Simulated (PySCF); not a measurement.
# Atomic charges by several schemes

Species: propylamine, C3H9N.
Cartesian coordinates in Å at the GFN2-xTB, dihedral held level; atoms count from 1:
```xyz
13
C3H9N angstrom
C      1.7034    0.1967    0.5067
C      0.4694    0.2106   -0.3867
C     -0.7821   -0.3326    0.3224
N     -1.2976   -1.4939   -0.3891
H      2.5661    0.5785   -0.0346
H      1.5487    0.8184    1.3862
H      1.9213   -0.8174    0.8318
H      0.6586   -0.4167   -1.2591
H      0.2905    1.2283   -0.7385
H     -1.5327    0.4690    0.4289
H     -0.5183   -0.6687    1.3285
H     -1.6268   -1.2226   -1.3101
H     -2.0825   -1.8973    0.1112
```

Density: PBE0/pcSseg-1 (PySCF); schemes: Mulliken, IAO, Hirshfeld and ESP-fitted. The geometry is a constrained GFN2-xTB structure with the dihedral C1–C2–C3–N4 held at 240°, isolated molecule; it need not be a minimum.

**Question.** Atoms with like bonding are taken together and averaged. For which atoms does the sign change between the 4 schemes (beyond +0.03 e in one, beyond −0.03 e in another)?

**Answer.** C2 and C3.

**Question.** Do the Mulliken, IAO, Hirshfeld and ESP-fitted schemes agree on where the charge is highest?

**Answer.** All schemes agree: Mulliken H12/H13 (+0.165); IAO H12/H13 (+0.238); Hirshfeld H12/H13 (+0.106); ESP-fitted H12/H13 (+0.346).

**Question.** At which atom do the 4 schemes differ most?

**Answer.** At N4: from -0.950 (ESP-fitted) to -0.243 e (Hirshfeld), 0.707 e apart.

**Question.** What partial charge does each atom carry?

**Answer.** In e; atoms taken as equivalent share a row and are averaged (×n: the atom named and its like, n in all):

```tsv
atom	environment	Mulliken	IAO	Hirshfeld	ESP-fitted
C1	methyl carbon	-0.298	-0.414	-0.117	-0.347
C2	chain CH2 carbon	-0.270	-0.256	-0.069	+0.080
C3	sp3 carbon bound to nitrogen	-0.073	-0.142	-0.025	+0.260
N4	primary amine nitrogen	-0.466	-0.576	-0.243	-0.950
H5/H6/H7	methyl hydrogen	+0.113	+0.137	+0.039	+0.085
H8/H9	methylene hydrogen	+0.115	+0.133	+0.034	+0.011
H10/H11	methylene hydrogen	+0.104	+0.117	+0.030	-0.006
H12/H13	N–H hydrogen	+0.165	+0.238	+0.106	+0.346
```

Mean size of the charges over all atoms: IAO 0.213 e, ESP-fitted 0.207 e, Mulliken 0.170 e, Hirshfeld 0.070 e. Each set sums to the total charge, 0, to within 0.001 e. The ESP scheme fits charges at the nuclei, held to the total charge, to the electrostatic potential on points at 1.4 to 2.0 times the van der Waals radii. The Mulliken scheme gives each basis function's population to the atom it is centred on and halves the overlap population of two atoms between them.

Some averages cover members that differ in this geometry: H10/H11, ESP-fitted -0.049 to +0.037; H5/H6/H7, ESP-fitted +0.065 to +0.101; H10/H11, IAO +0.102 to +0.131; H8/H9, ESP-fitted -0.002 to +0.025 e.

**Question.** Sum the charges by element, for elements with more than one atom.

**Answer.** 
```csv
element,atoms,Mulliken,IAO,Hirshfeld,ESP-fitted
C,3,-0.642,-0.812,-0.211,-0.007
H,9,+1.108,+1.387,+0.455,+0.957
```

**Question.** How many electrons does the Mulliken scheme count on C3?

**Answer.** Z − q = 6 − (-0.073) = 6.073.

**Question.** How closely do the schemes follow one another over all atoms?

**Answer.** Correlation coefficient and root-mean-square difference: Mulliken with IAO 0.99, 0.058 e; IAO with Hirshfeld 0.97, 0.163 e; Mulliken with Hirshfeld 0.96, 0.116 e; Hirshfeld with ESP-fitted 0.89, 0.246 e; IAO with ESP-fitted 0.79, 0.199 e; Mulliken with ESP-fitted 0.77, 0.212 e.
